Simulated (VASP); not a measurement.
# HfB2 (P6/mmm) in VASP: further runs

Runs on HfB2. Level: LDA+U. Tasks: single point.

All numbers are computed with VASP 6.6.1; they aren't measurements. Logs are shortened: lines on timing, memory, paths and dates and some standing lists are left out, and cuts for length are marked.

## Step 1: The crystal as given

The structure is hexagonal, space group P6/mmm (No. 191). Conventional cell: a = 3.140 Å, b = 3.140 Å, c = 3.480 Å, α = 90.00°, β = 90.00°, γ = 120.00°. Hf (site symmetry 6/mmm) is surrounded by 12 B at 2.51 Å. Around B (site symmetry -6m2) lie 3 B at 1.81 Å.

## Step 2: Single point, LDA+U

Contents of INCAR:

```
SYSTEM = HfB2
ALGO = Fast
EDIFF = 1E-7
ENCUT = 520
ISIF = 2
ISMEAR = -1
LASPH = .True.
LCHARG = .False.
LDAU = .True.
LDAUJ = 0 0
LDAUL = 2 -1
LDAUPRINT = 1
LDAUTYPE = 2
LDAUU = 2 0
LMAXMIX = 4
LREAL = .False.
LWAVE = .False.
NBANDS = 15
NELM = 100
PREC = Accurate
SIGMA = 0.05
```

Contents of KPOINTS:

```
k-points
0
Gamma
  10 10 8
  0 0 0
```

Contents of POSCAR:

```
HfB2
1.0
    3.1400000000      0.0000000000      0.0000000000
   -1.5700000000      2.7193197679      0.0000000000
    0.0000000000      0.0000000000      3.4800000000
Hf B
1 2
Direct
    0.0000000000      0.0000000000      0.0000000000
    0.6666666667      0.3333333333      0.5000000000
    0.3333333333      0.6666666667      0.5000000000
```

Potentials or basis: VASP PAW LDA potentials, release 64 (Hf_pv, B).

Command:

```console
cat potpaw_LDA.64/Hf_pv/POTCAR potpaw_LDA.64/B/POTCAR > POTCAR
mpirun -np 1 vasp_std > vasp.out
```

OUTCAR:

```text
SYSTEM = HfB2
   EDIFF = 1E-7
   ENCUT = 520
   ISIF = 2
   ISMEAR = -1
   LASPH = .True.
   LREAL = .False.
   NELM = 100
   PREC = Accurate

 ion  position               nearest neighbor table
   1  0.000  0.000  0.000-   2 2.51   3 2.51   2 2.51   3 2.51   2 2.51   2 2.51   3 2.51   3 2.51
                             2 2.51   2 2.51   3 2.51   3 2.51
   2  0.667  0.333  0.500-   3 1.81   3 1.81   3 1.81   1 2.51   1 2.51   1 2.51   1 2.51   1 2.51
                             1 2.51
   3  0.333  0.667  0.500-   2 1.81   2 1.81   2 1.81   1 2.51   1 2.51   1 2.51   1 2.51   1 2.51
                             1 2.51

  LATTYP: Found a hexagonal cell.
 ALAT       =     3.1400000000
 C/A-ratio  =     1.1082802548

  Lattice vectors:

 A1 = (   3.1400000000,   0.0000000000,   0.0000000000)
 A2 = (  -1.5700000000,   2.7193197679,   0.0000000000)
 A3 = (   0.0000000000,   0.0000000000,   3.4800000000)

Analysis of symmetry for initial positions (statically):
=====================================================================
 Subroutine PRICEL returns:
 Original cell was already a primitive cell.

 Routine SETGRP: Setting up the symmetry group for a
 hexagonal supercell.

 Subroutine GETGRP returns: Found 24 space group operations
 (whereof 24 operations were pure point group operations)
 out of a pool of 24 trial point group operations.

The static configuration has the point symmetry D_6h.

Analysis of symmetry for dynamics (positions and initial velocities):
=====================================================================
 Subroutine PRICEL returns:
 Original cell was already a primitive cell.

 Routine SETGRP: Setting up the symmetry group for a
 hexagonal supercell.

 Subroutine GETGRP returns: Found 24 space group operations
 (whereof 24 operations were pure point group operations)
 out of a pool of 24 trial point group operations.

The dynamic configuration has the point symmetry D_6h.

 Subroutine INISYM returns: Found 24 space group operations
 (whereof 24 operations are pure point group operations),
 and found     1 'primitive' translations

----------------------------------------------------------------------------------------

                                     Primitive cell

  volume of cell :      29.7146

  direct lattice vectors                    reciprocal lattice vectors
     3.140000000  0.000000000  0.000000000     0.318471338  0.183869512  0.000000000
    -1.570000000  2.719319768  0.000000000     0.000000000  0.367739025  0.000000000
     0.000000000  0.000000000  3.480000000     0.000000000  0.000000000  0.287356322

  length of vectors
     3.140000000  3.140000000  3.480000000     0.367739025  0.367739025  0.287356322

  position of ions in fractional coordinates (direct lattice)
     0.000000000  0.000000000  0.000000000
     0.666666667  0.333333333  0.500000000
     0.333333333  0.666666667  0.500000000

  ion indices of the primitive-cell ions
   primitive index   ion index
                 1           1
                 2           2
                 3           3

----------------------------------------------------------------------------------------

 KPOINTS: k-points

Automatic generation of k-mesh.
 Grid dimensions read from file:
 generate k-points for:   10   10    8

 Generating k-lattice:

  Cartesian coordinates                     Fractional coordinates (reciprocal lattice)
     0.031847134  0.018386951  0.000000000     0.100000000  0.000000000  0.000000000
     0.000000000  0.036773902  0.000000000     0.000000000  0.100000000  0.000000000
     0.000000000  0.000000000  0.035919540     0.000000000  0.000000000  0.125000000

  Length of vectors
     0.036773902  0.036773902  0.035919540

  Shift w.r.t. Gamma in fractional coordinates (k-lattice)
     0.000000000  0.000000000  0.000000000

 Subroutine IBZKPT returns following result:
 ===========================================

 Found     70 irreducible k-points:

 Following reciprocal coordinates:
            Coordinates               Weight
  0.000000  0.000000  0.000000      1.000000
  0.100000  0.000000  0.000000      6.000000
  0.200000  0.000000  0.000000      6.000000
  0.300000  0.000000  0.000000      6.000000
  0.400000  0.000000  0.000000      6.000000
  0.500000  0.000000  0.000000      3.000000
[... 16 lines left out ...]
  0.300000  0.100000  0.125000     24.000000
  0.400000  0.100000  0.125000     24.000000
 [... further k-points ...]
   k-points           NKPTS =     70   k-points in BZ     NKDIM =     70   number of bands    NBANDS=     15
   number of dos      NEDOS =    301   number of ions     NIONS =      3
   total plane-waves  NPLWV =  16128
   dimension x,y,z NGX =    24 NGY =   24 NGZ =   28
   dimension x,y,z NGXF=    48 NGYF=   48 NGZF=   56
   ions per type =               1   2
   NGX,Y,Z   is equivalent  to a cutoff of  12.71, 12.71, 13.38 a.u.
   NGXF,Y,Z  is equivalent  to a cutoff of  25.41, 25.41, 26.75 a.u.
 SYSTEM =  HfB2
   PREC   = accura    normal or accurate (medium, high low for compatibility)
   ISTART =      0    job   : 0-new  1-cont  2-samecut
   ICHARG =      2    charge: 1-file 2-atom 10-const
   ISPIN  =      1    spin polarized calculation?
   LNONCOLLINEAR =      F non collinear calculations
   LSORBIT =      F    spin-orbit coupling
   LASPH  =      T    aspherical Exc in radial PAW
   ENCUT  =  520.0 eV  38.22 Ry    6.18 a.u.   5.84  5.84  6.47*2*pi/ulx,y,z
   NELM   =    100;   NELMIN=  2; NELMDL= -5     # of ELM steps
   EDIFF  = 0.1E-06   stopping-criterion for ELM
   LREAL  =      F    real-space projection
   EDIFFG = 0.1E-05   stopping-criterion for IOM
   NSW    =      0    number of steps for IOM
   IBRION =     -1    ionic relax: 0-MD 1-quasi-New 2-CG
   NFREE  =      0    steps in history (QN), initial steepest desc. (CG)
   ISIF   =      2    stress and relaxation
   ISYM   =      2    0-nonsym 1-usesym 2-fastsym
   POTIM  = 0.5000    time-step for ionic-motion
   TEBEG  =    0.0;   TEEND  =   0.0 temperature during run
   PSTRESS=    0.0 pullay stress
   NELECT =      16.0000    total number of electrons
   NUPDOWN=      -1.0000    fix difference up-down
   EMIN   =  10.00;   EMAX   =-10.00  energy-range for DOS
   EFERMI =   0.00;   METHOD = LEGACY
   ISMEAR =    -1;   SIGMA  =   0.05  broadening in eV -4-tet -1-fermi 0-gaus
   EFERMI_NEDOS =   21; number of points for ismear=-14 and -15
   IALGO  =     68    algorithm
   IMIX   =      4    mixing-type and parameters
     AMIX     =   0.40;   BMIX     =  1.00
     AMIX_MAG =   1.60;   BMIX_MAG =  1.00
  volume/ion in A,a.u.               =       9.90        66.84
  Fermi-wavevector in a.u.,A,eV,Ry     =   1.331860  2.516850 24.134693  1.773850
  Thomas-Fermi vector in A             =   2.460838
   LORBIT       =      0    0 simple, 1 ext, 2 COOP (PROOUT), +10 PAW based schemes
 LDA+U is selected, type is set to LDAUTYPE =  2
   angular momentum for each species LDAUL =     2   -1
   U (eV)           for each species LDAUU =   2.0  0.0
   J (eV)           for each species LDAUJ =   0.0  0.0
   GGA     = CA    functional components
   LHFCALC =     F    Hartree Fock is set to
   AEXX    =    0.0000 exact exchange contribution
   IVDW    =     0    specifies the selected vdW correction
   LEPSILON=     F    determine dielectric tensor
   LRPA    =     F    only Hartree local field effects (RPA)
 non-spin polarized calculation
 RMM-DIIS sequential band-by-band and
  energy-cutoff  :      520.00
  volume of cell :       29.71
 maximum number of plane-waves:       816
 NGX is ok and might be reduce to    24
   NGX = 11   NGY = 11   NGZ = 13

atom =   1  type =  1  l = 2

 onsite density matrix

spin component  1

  0.1919  0.0000 -0.0000 -0.0000  0.0000
  0.0000  0.1855 -0.0000  0.0000 -0.0000
 -0.0000 -0.0000  0.1663  0.0000  0.0000
 -0.0000  0.0000  0.0000  0.1855 -0.0000
  0.0000 -0.0000  0.0000 -0.0000  0.1919

spin component  2

  0.1919  0.0000 -0.0000 -0.0000  0.0000
  0.0000  0.1855 -0.0000  0.0000 -0.0000
 -0.0000 -0.0000  0.1663  0.0000  0.0000
 -0.0000  0.0000  0.0000  0.1855 -0.0000
  0.0000 -0.0000  0.0000 -0.0000  0.1919

 occupancies and eigenvectors

  o =  0.1663  v = -0.0000 -0.0000 -1.0000 -0.0000  0.0000  0.0000  0.0000  0.0000  0.0000  0.0000      0.0000  0.0000  0.0000  0.0000  0.0000  0.0000  0.0000  0.0000  0.0000  0.0000
  o =  0.1663  v =  0.0000  0.0000  0.0000  0.0000  0.0000 -0.0000 -0.0000 -1.0000 -0.0000  0.0000      0.0000  0.0000  0.0000  0.0000  0.0000  0.0000  0.0000  0.0000  0.0000  0.0000
  o =  0.1855  v = -0.0000  0.0000  0.0000 -1.0000 -0.0000  0.0000  0.0000  0.0000  0.0000  0.0000      0.0000  0.0000  0.0000  0.0000  0.0000  0.0000  0.0000  0.0000  0.0000  0.0000
  o =  0.1855  v =  0.0000  0.0000  0.0000  0.0000  0.0000 -0.0000  0.0000  0.0000 -1.0000 -0.0000      0.0000  0.0000  0.0000  0.0000  0.0000  0.0000  0.0000  0.0000  0.0000  0.0000
  o =  0.1855  v =  0.0000  0.0000  0.0000  0.0000  0.0000 -0.0000  1.0000 -0.0000  0.0000  0.0000      0.0000  0.0000  0.0000  0.0000  0.0000  0.0000  0.0000  0.0000  0.0000  0.0000
  o =  0.1855  v = -0.0000  1.0000 -0.0000  0.0000  0.0000  0.0000  0.0000  0.0000  0.0000  0.0000      0.0000  0.0000  0.0000  0.0000  0.0000  0.0000  0.0000  0.0000  0.0000  0.0000
  o =  0.1919  v =  0.0000  0.0000  0.0000  0.0000  0.0000 -0.0233 -0.0000  0.0000 -0.0000  0.9997      0.0000  0.0000  0.0000  0.0000  0.0000  0.0000  0.0000  0.0000  0.0000  0.0000
  o =  0.1919  v = -0.0233 -0.0000  0.0000 -0.0000  0.9997  0.0000  0.0000  0.0000  0.0000  0.0000      0.0000  0.0000  0.0000  0.0000  0.0000  0.0000  0.0000  0.0000  0.0000  0.0000
  o =  0.1919  v = -0.9997 -0.0000 -0.0000  0.0000 -0.0233  0.0000  0.0000  0.0000  0.0000  0.0000      0.0000  0.0000  0.0000  0.0000  0.0000  0.0000  0.0000  0.0000  0.0000  0.0000
  o =  0.1919  v =  0.0000  0.0000  0.0000  0.0000  0.0000 -0.9997 -0.0000 -0.0000  0.0000 -0.0233      0.0000  0.0000  0.0000  0.0000  0.0000  0.0000  0.0000  0.0000  0.0000  0.0000

 number of electron      15.9999998 magnetization

 Free energy of the ion-electron system (eV)
  ---------------------------------------------------
  ext. energy  EPLUGINS =         0.00000000
  ---------------------------------------------------
  free energy    TOTEN  =       -27.39347652 eV

  energy without entropy =      -27.39088379  energy(sigma->0) =      -27.39218015

 E-fermi :   7.8190     XC(G=0): -12.7253

 val. band max:        7.7544647575   @ k =   0.2000   0.2000   0.1250
 cond. band min:       8.0559094387   @ k =   0.1000   0.1000   0.2500
 fundamental gap:      0.3014446812
 Fermi energy:         7.8189588991

 k-point     1 :       0.0000    0.0000    0.0000
  band No.  band energies     occupation
      1     -23.0350      2.00000
      2     -22.5380      2.00000
      3     -22.5380      2.00000
      4      -5.8342      2.00000
      5       4.9231      2.00000
      6       4.9908      2.00000
      7       4.9908      2.00000
      8       5.0285      2.00000
      9      12.0237      0.00000
     10      12.0237      0.00000
     11      12.5558      0.00000
     12      12.5558      0.00000
     13      12.7798      0.00000
     14      12.7798      0.00000
     15      12.8958      0.00000

 k-point     2 :       0.1000    0.0000    0.0000
  band No.  band energies     occupation
      1     -23.0224      2.00000
      2     -22.6157      2.00000
      3     -22.5553      2.00000
      4      -5.6180      2.00000
      5       4.4020      2.00000
      6       4.8625      2.00000
      7       4.9664      2.00000
      8       5.1362      2.00000
      9      11.1542      0.00000
     10      11.7542      0.00000
     11      11.8734      0.00000
     12      13.4297      0.00000
     13      13.9320      0.00000
     14      14.2162      0.00000
     15      14.9807      0.00000
[... 365 lines left out ...]
      3     -22.7156      2.00000
      4      -3.2328      2.00000
      5       0.7954      2.00000
      6       3.4060      2.00000
      7       4.1058      2.00000
      8       6.1446      2.00000
      9       8.9642      0.00000
     10      11.1996      0.00000
     11      12.2124      0.00000
     12      13.4832      0.00000
     13      15.2066      0.00000
     14      15.9759      0.00000
     15      18.7293      0.00000

 k-point    24 :       0.4000    0.1000    0.1250
  band No.  band energies     occupation
      1     -23.2571      2.00000
      2     -22.9369      2.00000
      3     -22.7545      2.00000
      4      -2.0331      2.00000
      5      -0.6572      2.00000
      6       3.2249      2.00000
      7       4.1368      2.00000
      8       5.6989      2.00000
      9       9.0178      0.00000
     10      12.0710      0.00000
     11      12.0957      0.00000
     12      14.2211      0.00000
     13      15.3176      0.00000
     14      16.2856      0.00000
     15      18.6507      0.00000

 [... further k-points ...]

------------------------ aborting loop because EDIFF is reached ----------------------------------------

  FORCE on cell =-STRESS in cart. coord.  units (eV):
  Direction    XX          YY          ZZ          XY          YZ          ZX
  --------------------------------------------------------------------------------------
  -------------------------------------------------------------------------------------
  Total       -0.8975248     -0.8975248     -0.4820490      0.0000000      0.0000000     -0.0000000
  in kB      -48.3935927    -48.3935927    -25.9915736      0.0000000      0.0000000     -0.0000000
  external PRESSURE =     -40.9262530 kB  Pullay stress =       0.0000000 kB

 VOLUME and BASIS-vectors are now :
 -----------------------------------------------------------------------------
  energy-cutoff  :      520.00
  volume of cell :       29.71
      direct lattice vectors                 reciprocal lattice vectors
     3.140000000  0.000000000  0.000000000     0.318471338  0.183869512  0.000000000
    -1.570000000  2.719319768  0.000000000     0.000000000  0.367739025  0.000000000
     0.000000000  0.000000000  3.480000000     0.000000000  0.000000000  0.287356322

 POSITION                                       TOTAL-FORCE (eV/Angst)
 -----------------------------------------------------------------------------------
      0.00000      0.00000      0.00000        -0.000000      0.000000      0.000000
      1.57000      0.90644      1.74000        -0.000000      0.000000      0.000000
     -0.00000      1.81288      1.74000         0.000000     -0.000000      0.000000
 -----------------------------------------------------------------------------------
    total drift:                               -0.000000      0.000000      0.000000

  FREE ENERGIE OF THE ION-ELECTRON SYSTEM (eV)
  ---------------------------------------------------
  free  energy   TOTEN  =       -27.3934765206 eV

  energy  without entropy=      -27.3908837861  energy(sigma->0) =      -27.39218015
```

It took 14 s on 1 thread of Intel Xeon Platinum 8488C (Sapphire Rapids), shared host; peak memory 0.15 GiB.

Results:

| Quantity | Value |
| --- | --- |
| Free energy | -27.3935 eV |
| Pressure | -4.1 GPa |
| Band gap on the k mesh | none (metal or under the smearing width) |

Eigenvalues of the final occupation matrices:
```
    site  spin  trace               eigenvalues
site 1 d     1   0.92  0.17 0.19 0.19 0.19 0.19
site 1 d     2   0.92  0.17 0.19 0.19 0.19 0.19
```

Caveat: U without spin polarisation on a metal has little footing; the U is typed as a test and isn't derived for this compound. The run has no spin-orbit coupling, so splittings on Hf are missing.

## Step 3: Single point, LDA+U

Edit INCAR of step 2 so:

```diff
@@ -13,3 +13,3 @@
 LDAUTYPE = 2
-LDAUU = 2 0
+LDAUU = 3 0
 LMAXMIX = 4
```

KPOINTS is that of step 2.

POSCAR is that of step 2.

Potentials or basis: VASP PAW LDA potentials, release 64 (Hf_pv, B).

Command:

```console
cat potpaw_LDA.64/Hf_pv/POTCAR potpaw_LDA.64/B/POTCAR > POTCAR
mpirun -np 1 vasp_std > vasp.out
```

Run time: 16 s. Hardware: 1 thread of Intel Xeon Platinum 8488C (Sapphire Rapids), shared host; peak memory 0.15 GiB.

Results (log left out):

```
Free energy            : -26.6484 eV
Pressure               : -1.2 GPa
Band gap on the k mesh : none (metal or under the smearing width)
```

Stress tensor (GPa, compression positive):
```
-2.26  0.00  0.00
 0.00 -2.26  0.00
 0.00  0.00  0.94
```

Levels at points of the mesh, in eV from the Fermi level:
| k point | band 4 | band 5 | band 6 | band 7 | band 8 | band 9 | band 10 | band 11 | band 12 | band 13 |
| --- | --- | --- | --- | --- | --- | --- | --- | --- | --- | --- |
| (0.00, 0.00, 0.00) | -13.77 | -2.91 | -2.90 | -2.87 | -2.87 | 4.28 | 4.75 | 4.75 | 4.86 | 4.86 |
| (0.50, 0.00, 0.00) | -9.79 | -9.02 | -4.04 | -3.52 | -2.72 | 1.96 | 2.96 | 5.70 | 5.93 | 6.07 |
| (0.00, 0.00, 0.50) | -11.29 | -8.56 | -1.28 | -1.28 | 0.46 | 0.46 | 1.19 | 1.19 | 2.44 | 4.88 |
| (0.50, 0.00, 0.50) | -10.20 | -7.53 | -4.93 | -4.70 | -2.83 | 3.94 | 4.33 | 6.50 | 7.40 | 7.52 |

Eigenvalues of the final occupation matrices:
```csv
site,spin,trace,eigenvalues
site 1 d,1,0.90,0.16 0.18 0.18 0.19 0.19
site 1 d,2,0.90,0.16 0.18 0.18 0.19 0.19
```

Caveat: U without spin polarisation on a metal has little footing; the U is typed as a test and isn't derived for this compound. Spin-orbit coupling is left out, which matters for the levels of Hf.
